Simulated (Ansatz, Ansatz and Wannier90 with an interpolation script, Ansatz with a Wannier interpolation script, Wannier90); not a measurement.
Planning a run of Ansatz 0.2.0 on MgO (I4/mmm). The input:

```yaml
crystal:
  lattice:
    - [0.0, 2.092447, 2.168258705]
    - [2.092447, 0.0, 2.168258705]
    - [2.092447, 2.092447, 0.0]
  atoms:
    - { symbol: Mg, position: [0.0, 0.0, 0.0] }
    - { symbol: O, position: [0.5, 0.5, 0.5] }
kpoints:
  mp_grid: { grid: [8, 8, 8] }
hamiltonian:
  xc: lda
scf:
  occupations: { method: fixed }
gw:
  n_empty_bands: 87
  ecut_chi: 160.0
  qp_bands: [v3, c1]
  screening: { model: contour_deformation }
```

The database entry behind the starting cell lists a temperature of 1305 K, so it need not match the best structure at ambient conditions.

```sh
ansatz run input.yaml --threads 14 --pin off --max-ram 73728MiB --backend cpu --events-out ev --progress --plain --runs-dir out
```

Question: How long will it take on 14 threads of Arm Neoverse V2, shared host, and how much memory?

It took 94 s; on shared hardware allow 47 s to 3.1 min. Peak host memory was 0.42 GiB. The sizes that set the cost: 347 plane waves a state, 59 irreducible k points, 95 bands summed, 81 plane waves in the screening and 6 SCF cycles.

The screening grows as filled bands × empty bands × pairs of k points, times the square of the screening basis for the matrix.

[Paths, hosts, dates, memory and timing lines, banners, echoed tables and standing remarks are left out of the program output.]

[Logs are printed without paths, hosts, clocks, repeated set-up lines and the standing remarks that a program may print on its own settings, such as how far it seeks lower states.]

[Runs of the session that timed out or met a known fault of the program may be left out.]

[Hosts, paths, dates, database ids (printed as entryN), source tags and the programs' standing remarks are cut or masked in the printed files.]
